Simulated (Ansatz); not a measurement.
# 2H-MoOSe monolayer in a perpendicular field, part 2 of 3

What dipole does a perpendicular field induce in the 2H-MoOSe monolayer, and does the gap follow? A positive field points along +c.

Ansatz 0.2.0; plane-wave DFT, PBE-D3(BJ), Ansatz PAW (the session's first sound run).

So far. Step 2 (Relaxation): The lattice constant a goes from 3.074 to 3.046 Å.

**3. Atoms held, field 0**

A sawtooth potential applies the field, turning back in the middle of the vacuum. With the dipole correction the typed value is the field outside the slab. The induced dipole is small, so the SCF threshold is tight.

The cell differs from the one that the last finished run ended in (c 29.732 → 20.889 Å).

Contents of input.yaml:

```yaml
crystal:
  lattice:
    - [3.0462914802, 0.0, 0.0]
    - [-1.5231457401, 2.6381658092, 0.0]
    - [0.0, 0.0, 20.8888182082]
  atoms:
    - { symbol: Se, position: [0.3333333333, 0.6666666667, 0.4308525217] }
    - { symbol: Mo, position: [0.0, 0.0, 0.5157053647] }
    - { symbol: O, position: [0.3333333333, 0.6666666667, 0.5691474783] }
kpoints:
  mp_grid: { grid: [18, 18, 1] }
  band_path:
    path: [[0, 0, 0], [0.5, 0, 0], [0.33333333, 0.33333333, 0], [0, 0, 0]]
    npoints: 16
hamiltonian:
  xc: pbe
  dispersion: d3bj
scf:
  occupations: { method: fermi_dirac, width: 0.05 }
  convergence: { dr2_threshold: 1.0e-10 }
efield:
  axis: 3
  dipole_correction: true
  ramp_position: 0.97
  ramp_width: 0.06
  amplitude: 0
output:
  dos: { projected: true, e_range: [-6, 5] }
  bader: true
  write_potential: true
  write_density: true
  volumetric_format: npy
  elf: true
```

The run is started by

```bash
ansatz run input.yaml --threads 2 --pin off --max-ram 3072MiB --backend cpu --events-out ev --progress --plain --runs-dir out
```

Numbers of over 12 decimals in the logs are rounded to 6 here.

The program printed:

```text
[...]
Crystal: 3 atoms, lattice volume = 167.876 Å³
Basis set: ecut = 420 eV, 3261 PW (Γ)
Bands: 22, of which v1, the nominal top of the filled ones, is band 18 counted from 1 (17 counted from 0)
Symmetry: 6 space group operations
[...]
k-points: 37 of 324 (time reversal used)
[...]
SCF iter   1: F=—  HF=-10994.188796 eV  |F-HF|=—  |Δ(HF+E_count)|=         —  Δρ=6.13e-3  dr2=1.30e-1  ethr=1.77e-3  p=-0.100 e·Å  D=-1.08e-1 V/Å  ΔV_dip=2.25 eV  dr2_dipole=1.52e-2  V_vac-E_F(+/−)=6.08/3.83 eV  ⟨swp⟩=9.5  Hψ=4777  notcnv=0
efield: sawtooth ramp at fractional position 0.9700 (set: `efield.ramp_position`, or a place that a band, a saddle search or an elastic batch's reference lends), width 0.0600; the density the first Hamiltonian is built on has a dipole p = -0.100 e·Å; the dipole correction subtracts the counter field D = -1.08e-1 V/Å, which shifts the + side's vacuum level by +2.25 eV against the − side's; the planar-averaged density in the ramp window peaks in size at 2.6e-5 e/Å³
[...]
SCF iter   2: F=—  HF=-10994.410212 eV  |F-HF|=—  |Δ(HF+E_count)|=   2.21e-1  Δρ=1.45e-2  dr2=2.38e0  ethr=3.60e-4  p=-0.016 e·Å  D=-1.72e-2 V/Å  ΔV_dip=0.36 eV  dr2_dipole=4.89e-1  V_vac-E_F(+/−)=5.44/5.08 eV  ⟨swp⟩=4.4  Hψ=2148  notcnv=0  recentre
[...]
SCF iter  14: F=-10994.178058 eV  HF=-10994.178058 eV  |F-HF|=5.64e-11  |Δ(HF+E_count)|=  3.64e-12  Δρ=9.39e-8  dr2=1.82e-11  ethr=1.00e-12  p=-0.104 e·Å  D=-1.12e-1 V/Å  ΔV_dip=2.35 eV  dr2_dipole=2.68e-12  V_vac-E_F(+/−)=6.05/3.70 eV  ⟨swp⟩=2.8  Hψ=2463  notcnv=0
SCF 1 converged in 14 iterations: F = -10994.178058 eV  dr2 = 1.82e-11
[...]
NSCF: frozen V_eff on 49 k-points
efield: sawtooth ramp at fractional position 0.9700 (kept from the solve that this one continues, or follows in the run), width 0.0600; the density the first Hamiltonian is built on has a dipole p = -0.104 e·Å; the dipole correction subtracts the counter field D = -1.12e-1 V/Å, which shifts the + side's vacuum level by +2.35 eV against the − side's; the planar-averaged density in the ramp window peaks in size at 9.1e-6 e/Å³
[...]
SCF converged after 14 iterations
Free energy (F): -10994.178058 eV
[...]
Internal energy: -10994.178054 eV  (E = F + TS)
E sigma→0 (E₀):  -10994.178056 eV
Entropy (-TS):   -0.000005 eV (-0.002 meV/atom)
Fermi energy:    0.152858 eV
Dipole field:    D = -0.112452 V/Å  (p = -0.104326 e·Å, saw-weighted, corrected)
Work function:   Φ+ = 6.0468 eV   Φ− = 3.6979 eV
Levels:          The Fermi level and band energies are counted from a zero that moves with the ramp; work functions are not
[...]
--- Band table (eV; the first three rows and the last of 37) ---
  k-point 0: bands = [... 14 lower, -4.0314, -1.9373, -1.9373, -0.2794, 1.7913, 1.7913, 2.7113, 2.7113]
  k-point 1: bands = [... 14 lower, -3.9881, -2.0542, -1.9819, -0.3254, 1.7648, 1.8237, 2.4560, 2.6950]
  k-point 2: bands = [... 14 lower, -3.9022, -2.3851, -2.0905, -0.4877, 1.6546, 1.8664, 2.0533, 2.6956]
  k-point 36: bands = [... 14 lower, -5.0617, -4.2694, -3.3071, -1.4038, 0.6094, 1.9973, 2.7964, 3.3020]
--- Bader charges: 3 sites ---
  site symbol  charge [e]  shift [e]
     0     Se     -0.4324     0.0005
     1     Mo      1.4283     0.0000
     2      O     -0.9958     0.0005
  estimated error of the sums over rays = 6.8e-4 e
```

It took 64 s on 2 threads of Arm Neoverse N1, shared host; peak memory 0.46 GiB; 84 s of CPU time.

Numbers from this step:

```
dipole along the normal            : -0.1043 e·Å
gap along the path                 : 0.8888 eV
smallest direct gap along the path : 2.013 eV
step between the vacuum levels     : 2.349 eV
ionisation energy, upper face      : 6.479 eV
electron affinity, upper face      : 5.590 eV
ionisation energy, lower face      : 4.130 eV
gap, the smaller of path and mesh  : 0.8888 eV
```

Running mean over a fixed 2.8 Å (it still follows the layers) of the planar mean; the ramp of the sawtooth is left out. Electron's electrostatic potential energy less the Fermi level against z:

| z (Å) | electron's electrostatic potential energy less the Fermi level (eV) |
| --- | --- |
| 3.0 | 3.70 |
| 3.5 | 3.70 |
| 4.0 | 3.70 |
| 4.5 | 3.70 |
| 5.0 | 3.69 |
| 5.5 | 3.69 |
| 6.0 | 3.64 |
| 6.5 | 3.44 |
| 7.0 | 2.50 |
| 7.5 | 0.633 |
| 8.0 | -1.41 |
| 8.5 | -3.36 |
| 9.0 | -5.92 |
| 9.5 | -9.80 |
| 10.0 | -12.1 |
| 10.5 | -12.6 |
| 11.0 | -11.9 |
| 11.5 | -9.85 |
| 12.0 | -5.88 |
| 12.5 | -1.09 |
| 13.0 | 2.44 |
| 13.5 | 4.87 |
| 14.0 | 5.87 |
| 14.5 | 6.02 |
| 15.0 | 6.04 |
| 15.5 | 6.05 |
| 16.0 | 6.05 |
| 16.5 | 6.05 |
| 17.0 | 6.05 |
| 17.5 | 6.05 |

The density of states has structure finer than the step of the table below, so its rows give means over 0.25 eV, whole bins alone (the curve runs from -6 to 2.24 eV). Peaks (eV: height): -5.450: 8.19, -3.460: 16.5, -3.410: 17.7, -1.560: 10.4, 0.780: 15.8, 1.470: 10.4, 1.660: 9.94.

Table of density of states by energy, zero at the Fermi level of the run, which the smearing sets inside the gap; means over each step:

| energy (eV) | density of states (states/eV a cell) |
| --- | --- |
| -5.75 | 1.28 |
| -5.50 | 4.43 |
| -5.25 | 4.04 |
| -5.00 | 2.60 |
| -4.75 | 2.59 |
| -4.50 | 1.32 |
| -4.25 | 1.08 |
| -4.00 | 1.55 |
| -3.75 | 0.598 |
| -3.50 | 6.10 |
| -3.25 | 2.40 |
| -3.00 | 1.24 |
| -2.75 | 1.25 |
| -2.50 | 2.36 |
| -2.25 | 1.36 |
| -2.00 | 0.0500 |
| -1.75 | 0.727 |
| -1.50 | 5.59 |
| -1.25 | 0.674 |
| -1.00 | 0.439 |
| -0.75 | 0.393 |
| -0.50 | 0.304 |
| -0.25 | 0 |
| 0.00 | 0 |
| 0.25 | 0 |
| 0.50 | 0.492 |
| 0.75 | 5.31 |
| 1.00 | 1.64 |
| 1.25 | 0.357 |
| 1.50 | 5.90 |
| 1.75 | 2.95 |
| 2.00 | 1.93 |

Projected DOS per atom over height of the atomic layer and energy from the Fermi level. Layers: Se Mo O from below.

Values in states/eV, 22 rows by 3 columns, each cell a mean:
```
0.20 1.07 0.44
0.59 2.33 0.64
0.56 1.78 0.18
0.73 1.92 0.24
0.35 1.18 0.12
0.00 0.00 0.00
0.00 0.00 0.00
0.01 0.16 0.14
0.02 0.23 0.17
0.14 0.96 0.43
0.32 1.95 0.69
0.10 0.21 0.02
0.91 1.04 0.16
0.60 0.46 0.14
1.05 0.52 0.51
1.96 0.68 0.99
0.57 0.25 0.33
0.50 0.22 0.49
0.53 0.33 1.22
0.31 0.62 1.74
0.80 1.51 2.30
0.47 0.77 1.02
```
Columns: height of the atomic layer (Å) from 9 to 11.9 (not evenly spaced); rows upwards: energy from the Fermi level (eV) from -5.96 to 2.23.

The electronic bands at the labelled points (eV, zero at the Fermi level of the run, which the smearing sets inside the gap):

| point | band 15 | band 16 | band 17 | band 18 | band 19 | band 20 | band 21 | band 22 |
| --- | --- | --- | --- | --- | --- | --- | --- | --- |
| Γ | -4.18 | -2.09 | -2.09 | -0.43 | 1.64 | 1.64 | 2.56 | 2.56 |
| halfway | -4.52 | -3.44 | -2.43 | -1.47 | 0.81 | 1.50 | 2.13 | 2.94 |
| M | -5.18 | -3.41 | -2.18 | -1.54 | 0.99 | 1.51 | 2.45 | 3.33 |
| halfway | -4.78 | -3.74 | -3.40 | -1.39 | 0.74 | 1.74 | 2.66 | 2.79 |
| K | -5.21 | -4.42 | -3.46 | -1.56 | 0.46 | 1.84 | 2.64 | 3.15 |
| halfway | -4.43 | -3.53 | -2.98 | -1.46 | 0.70 | 1.48 | 2.02 | 2.97 |
| Γ | -4.18 | -2.09 | -2.09 | -0.43 | 1.64 | 1.64 | 2.56 | 2.56 |

Electrostatic potential energy in the ca plane at fractional y = 0.667, with atoms of Se and O within 0.2 Å of it. With pseudopotentials it is smooth inside the atoms' cores, unlike the true potential.

Ten even steps from '0' (-23 eV) to '9' (6 eV), each cell a mean:
```
99999999999998877763003689999999999999999999
99999999999998877763003689999999999999999999
99999999999998644565335789999999999999999999
99999999999986211046665227999999999999999999
99999999999984144216771002999999999999999999
99999999999984145216771001999999999999999999
99999999999986111046665116999999999999999999
99999999999988532465445789999999999999999999
```
Columns run along c (16.0 Å, from fractional 0.16 to 0.93 of the cell; values clipped at the 3rd and 97th percentile), rows up along a (3.0 Å). Atoms in or near the plane, at fractional coordinates: Se at (0.43, 0.33), O at (0.57, 0.33).

ELF in the ca plane at fractional y = 0.667, with atoms of Se and O within 0.2 Å of it. It is the smooth field of the valence electrons, not physical close to the nuclei.

Ten even steps from '0' (0.00) to '9' (0.89), each cell a mean:
```
00000000000000001123442244211100000000000000
00000000000000000123331144211000000000000000
00000000000000024677775222245431000000000000
00000000000001368998787412589874100000000000
00000000000002589995257413866986200000000000
00000000000002589994257413866996200000000000
00000000000001368997677412689974100000000000
00000000000000125788775322246531000000000000
```
Columns run along c (16.0 Å, from fractional 0.09 to 0.86 of the cell), rows up along a (3.0 Å). Atoms in or near the plane, at fractional coordinates: Se at (0.43, 0.33), O at (0.57, 0.33).

Valence density in the ca plane at fractional y = 0.667, with atoms of Se and O within 0.2 Å of it. It is the smooth field of the valence electrons, not physical close to the nuclei.

Ten steps, logarithmic in the rise over the least value, from '0' (0 e/Å³) to '9' (27 e/Å³), each cell a mean:
```
00000000000000000001111233210000000000000000
00000000000000000001111233210000000000000000
00000000000000000012222222221100000000000000
00000000000000000135542111244310000000000000
00000000000000001258963212466520000000000000
00000000000000001259973212466520000000000000
00000000000000000135642111344310000000000000
00000000000000000112222222222100000000000000
```
Columns run along c (16.0 Å, from fractional 0.09 to 0.86 of the cell), rows up along a (3.0 Å). Atoms in or near the plane, at fractional coordinates: Se at (0.43, 0.33), O at (0.57, 0.33).

The gap is 0.89 eV, with the valence edge 6.48 eV and the conduction edge 5.59 eV under the upper vacuum level.

**4. Single point, field 0.03 V/Å**

Edit input.yaml of step 3 so:

```diff
@@ -25,6 +25,4 @@
   ramp_width: 0.06
-  amplitude: 0
+  amplitude: 0.03
 output:
-  dos: { projected: true, e_range: [-6, 5] }
-  bader: true
   write_potential: true
@@ -32,2 +30 @@
   volumetric_format: npy
-  elf: true
```

The program printed:

```text
[...]
Crystal: 3 atoms, lattice volume = 167.876 Å³
Basis set: ecut = 420 eV, 3261 PW (Γ)
Bands: 22, of which v1, the nominal top of the filled ones, is band 18 counted from 1 (17 counted from 0)
Symmetry: 6 space group operations
[...]
k-points: 37 of 324 (time reversal used)
[...]
--- Band table (eV; the first three rows and the last of 37) ---
  k-point 0: bands = [... 14 lower, -4.0415, -1.9453, -1.9453, -0.2848, 1.7846, 1.7846, 2.7020, 2.7020]
  k-point 1: bands = [... 14 lower, -3.9981, -2.0623, -1.9899, -0.3309, 1.7582, 1.8170, 2.4453, 2.6857]
  k-point 2: bands = [... 14 lower, -3.9119, -2.3936, -2.0987, -0.4934, 1.6466, 1.8594, 2.0446, 2.6866]
  k-point 36: bands = [... 14 lower, -5.0686, -4.2746, -3.3145, -1.4118, 0.6017, 1.9882, 2.7887, 3.2927]
[key lines of the parts left out:]
SCF converged after 14 iterations
Free energy (F): -10994.175019 eV
Fermi energy:    0.146127 eV
Dipole field:    D = -0.105906 V/Å  (p = -0.098253 e·Å, saw-weighted, corrected)
```

Run time: 43 s. Hardware: 2 threads; peak memory 0.45 GiB.

The dipole is -0.0983 e·Å, 0.00607 e·Å from its value without field, and the gap 0.887 eV.

**5. Single point, field -0.03 V/Å**

Edit input.yaml of step 4 so:

```diff
@@ -25,3 +25,3 @@
   ramp_width: 0.06
-  amplitude: 0.03
+  amplitude: -0.03
 output:
```

The program printed:

```text
[...]
Crystal: 3 atoms, lattice volume = 167.876 Å³
Basis set: ecut = 420 eV, 3261 PW (Γ)
Bands: 22, of which v1, the nominal top of the filled ones, is band 18 counted from 1 (17 counted from 0)
Symmetry: 6 space group operations
[...]
k-points: 37 of 324 (time reversal used)
[...]
--- Band table (eV; the first three rows and the last of 37) ---
  k-point 0: bands = [... 14 lower, -4.0213, -1.9294, -1.9294, -0.2739, 1.7980, 1.7980, 2.7207, 2.7207]
  k-point 1: bands = [... 14 lower, -3.9781, -2.0462, -1.9739, -0.3199, 1.7714, 1.8305, 2.4666, 2.7043]
  k-point 2: bands = [... 14 lower, -3.8926, -2.3767, -2.0824, -0.4820, 1.6625, 1.8733, 2.0620, 2.7047]
  k-point 36: bands = [... 14 lower, -5.0549, -4.2643, -3.2998, -1.3959, 0.6171, 2.0063, 2.8040, 3.3112]
[key lines of the parts left out:]
SCF converged after 14 iterations
Free energy (F): -10994.181279 eV
Fermi energy:    0.159524 eV
Dipole field:    D = -0.118990 V/Å  (p = -0.110392 e·Å, saw-weighted, corrected)
```

It took 51 s on 2 threads; peak memory 0.45 GiB; 52 s of CPU time.

The dipole is -0.110 e·Å, -0.00607 e·Å from its value without field, and the gap 0.891 eV.

**6. Single point, field 0.15 V/Å**

Edit input.yaml of step 5 so:

```diff
@@ -25,3 +25,3 @@
   ramp_width: 0.06
-  amplitude: -0.03
+  amplitude: 0.15
 output:
```

The program printed:

```text
[...]
Crystal: 3 atoms, lattice volume = 167.876 Å³
Basis set: ecut = 420 eV, 3261 PW (Γ)
Bands: 22, of which v1, the nominal top of the filled ones, is band 18 counted from 1 (17 counted from 0)
Symmetry: 6 space group operations
[...]
k-points: 37 of 324 (time reversal used)
[...]
--- Band table (eV; the first three rows and the last of 37) ---
  k-point 0: bands = [... 14 lower, -4.0828, -1.9779, -1.9779, -0.3076, 1.7569, 1.7569, 2.6639, 2.6639]
  k-point 1: bands = [... 14 lower, -4.0390, -2.0954, -2.0228, -0.3539, 1.7308, 1.7892, 2.3984, 2.6478]
  k-point 2: bands = [... 14 lower, -3.9512, -2.4283, -2.1321, -0.5170, 1.6134, 1.8308, 2.0082, 2.6496]
  k-point 36: bands = [... 14 lower, -5.0969, -4.2959, -3.3446, -1.4443, 0.5702, 1.9513, 2.7573, 3.2550]
[key lines of the parts left out:]
SCF converged after 14 iterations
Free energy (F): -10994.164687 eV
Fermi energy:    0.118505 eV
Dipole field:    D = -0.079694 V/Å  (p = -0.073935 e·Å, saw-weighted, corrected)
```

Wall time 45 s (2 threads); peak memory 0.45 GiB.

The dipole is -0.0739 e·Å, 0.0304 e·Å from its value without field, and the gap 0.878 eV.

**7. Atoms held, field 0.25 V/Å**

Edit input.yaml of step 6 so:

```diff
@@ -25,3 +25,3 @@
   ramp_width: 0.06
-  amplitude: 0.15
+  amplitude: 0.25
 output:
```

The program printed:

```text
[...]
Crystal: 3 atoms, lattice volume = 167.876 Å³
Basis set: ecut = 420 eV, 3261 PW (Γ)
Bands: 22, of which v1, the nominal top of the filled ones, is band 18 counted from 1 (17 counted from 0)
Symmetry: 6 space group operations
[...]
k-points: 37 of 324 (time reversal used)
[...]
--- Band table (eV; the first three rows and the last of 37) ---
  k-point 0: bands = [... 14 lower, -4.1180, -2.0059, -2.0059, -0.3274, 1.7330, 1.7330, 2.5609, 2.6314]
  k-point 1: bands = [... 14 lower, -4.0738, -2.1237, -2.0509, -0.3739, 1.7071, 1.7652, 2.3471, 2.6154]
  k-point 2: bands = [... 14 lower, -3.9847, -2.4580, -2.1607, -0.5375, 1.5840, 1.8061, 1.9759, 2.6181]
  k-point 36: bands = [... 14 lower, -5.1214, -4.3144, -3.3703, -1.4722, 0.5431, 1.9197, 2.7303, 3.2229]
[key lines of the parts left out:]
SCF converged after 14 iterations
Free energy (F): -10994.158309 eV
Fermi energy:    0.094604 eV
Dipole field:    D = -0.057804 V/Å  (p = -0.053627 e·Å, saw-weighted, corrected)
```

Elapsed: 43 s, on 2 threads; peak memory 0.45 GiB; 53 s of CPU time.

The dipole is -0.0536 e·Å, 0.0507 e·Å from its value without field, and the gap 0.870 eV.

**8. Atoms held, field -0.25 V/Å**

Edit input.yaml of step 7 so:

```diff
@@ -25,4 +25,6 @@
   ramp_width: 0.06
-  amplitude: 0.25
+  amplitude: -0.25
 output:
+  dos: { projected: true, e_range: [-6, 5] }
+  bader: true
   write_potential: true
@@ -30 +32,2 @@
   volumetric_format: npy
+  elf: true
```

The program printed:

```text
[...]
Crystal: 3 atoms, lattice volume = 167.876 Å³
Basis set: ecut = 420 eV, 3261 PW (Γ)
Bands: 22, of which v1, the nominal top of the filled ones, is band 18 counted from 1 (17 counted from 0)
Symmetry: 6 space group operations
[...]
k-points: 37 of 324 (time reversal used)
[...]
k-point 2: bands = [... 14 lower, -3.8238, -2.3166, -2.0248, -0.4424, 1.7170, 1.9223, 2.1230, 2.7691]
  k-point 36: bands = [... 14 lower, -5.0075, -4.2285, -3.2473, -1.3397, 0.6714, 2.0704, 2.8576, 3.3769]
--- Bader charges: 3 sites ---
  site symbol  charge [e]  shift [e]
     0     Se     -0.4212     0.0005
     1     Mo      1.4253     0.0000
     2      O     -1.0040     0.0005
  estimated error of the sums over rays = 7.0e-4 e
[key lines of the parts left out:]
SCF converged after 13 iterations
Free energy (F): -10994.210453 eV
Fermi energy:    0.206363 eV
Dipole field:    D = -0.166873 V/Å  (p = -0.154814 e·Å, saw-weighted, corrected)
```

It took 64 s on 2 threads; peak memory 0.45 GiB; 82 s of CPU time.

The dipole is -0.155 e·Å, -0.0505 e·Å from its value without field, and the gap 0.908 eV.

**9. Response, atoms held**

This step: plane-wave DFT, PBE-D3(BJ), Ansatz PAW; response to a field along the normal, atoms held (Ansatz 0.2.0).

The dipoles give the slope, and the difference of two potentials shows where the field is screened.

Numbers from this step:

```yaml
equivalent_conductor_thickness_p_eps_0ae: 4.555 Å
distance_between_the_outer_atoms: 2.889 Å
```

Dipole of the cell against applied field:

| applied field (V/Å) | dipole of the cell (e·Å) |
| --- | --- |
| -0.250 | -0.155 |
| -0.030 | -0.110 |
| 0.000 | -0.104 |
| 0.030 | -0.0983 |
| 0.150 | -0.0739 |
| 0.250 | -0.0536 |

Local field over the applied field, running mean. From the potentials at -0.03 and 0.03 V/Å; running mean over 2.5 Å. Table of local field over applied field by z:

z (Å), local field over applied field and a bar:
```
      4.5      0.998 ##############################
      5.0      0.995 ##############################
      5.5      0.985 ##############################
      6.0      0.959 #############################
      6.5      0.897 ###########################
      7.0      0.775 #######################
      7.5      0.611 ##################
      8.0      0.433 ############
      8.5      0.257 #######
      9.0      0.124 ###
      9.5      0.063 #
     10.0      0.041 
     10.5      0.052 
     11.0      0.110 ##
     11.5      0.214 #####
     12.0      0.359 ##########
     12.5      0.536 ###############
     13.0      0.710 #####################
     13.5      0.852 #########################
     14.0      0.944 ############################
     14.5      0.982 #############################
     15.0      0.995 ##############################
     15.5      0.999 ##############################
     16.0      1.000 ##############################
     16.5      1.000 ##############################
```

Electrons, planar mean, per unit field. The induced electron density by z:

| z (Å) | induced electron density (e/Å³ per V/Å) |
| --- | --- |
| 4.06 | 2.5e-6 |
| 4.50 | 6.6e-6 |
| 4.93 | 1.8e-5 |
| 5.37 | 4.8e-5 |
| 5.80 | 1.2e-4 |
| 6.24 | 3.1e-4 |
| 6.67 | 7.3e-4 |
| 7.11 | 0.00159 |
| 7.54 | 0.00295 |
| 7.98 | 0.00364 |
| 8.41 | 0.00176 |
| 8.85 | 9.2e-4 |
| 9.28 | 9.3e-4 |
| 9.72 | -3.4e-4 |
| 10.15 | -0.00116 |
| 10.73 | 6.8e-4 |
| 11.17 | -3.3e-4 |
| 11.60 | -0.00211 |
| 12.04 | -0.00177 |
| 12.48 | -0.00377 |
| 12.91 | -0.00251 |
| 13.35 | -0.00107 |
| 13.78 | -4.0e-4 |
| 14.22 | -1.4e-4 |
| 14.65 | -4.7e-5 |
| 15.09 | -1.5e-5 |
| 15.52 | -5.1e-6 |
| 15.96 | -1.7e-6 |
| 16.39 | -6.4e-7 |
| 16.83 | -1.5e-7 |

The smaller of the gaps on the path and on the k-mesh, counted as 0 under 0.03 eV. Gap against applied field:

| applied field (V/Å) | gap (eV) |
| --- | --- |
| -0.250 | 0.908 |
| -0.030 | 0.891 |
| 0.000 | 0.889 |
| 0.030 | 0.887 |
| 0.150 | 0.878 |
| 0.250 | 0.871 |

By hand: between -0.03 and 0.03 V/Å the dipole changes by 0.01214 e·Å, a slope of 0.2023 e·Å²/V. A perfect conductor of thickness t has p = ε₀AEt, so t = 180.95 × 0.2023 / 8.037 = 4.56 Å (e/ε₀ = 180.95 V·Å, A in Å²).

The induced dipole is that of a conductor 4.56 Å thick.

[end of part 2 of 3]

[Logs are printed without paths, hosts, clocks, repeated set-up lines and the standing remarks that a program may print on its own settings, such as how far it seeks lower states.]

[Hosts, paths, dates, database ids (printed as entryN), source tags and the programs' standing remarks are cut or masked in the printed files.]

[Maps of the electrostatic potential energy from Ansatz leave out the sawtooth potential of an applied field or a dipole correction, so their vacuum need not be flat; planar profiles and work functions include it.]

[The density of states shown here was stored with 400 of the rows of the run's finer table, so its peaks can read low, often by over a quarter, or be missed, and its means over a window can be off by a tenth or more.]
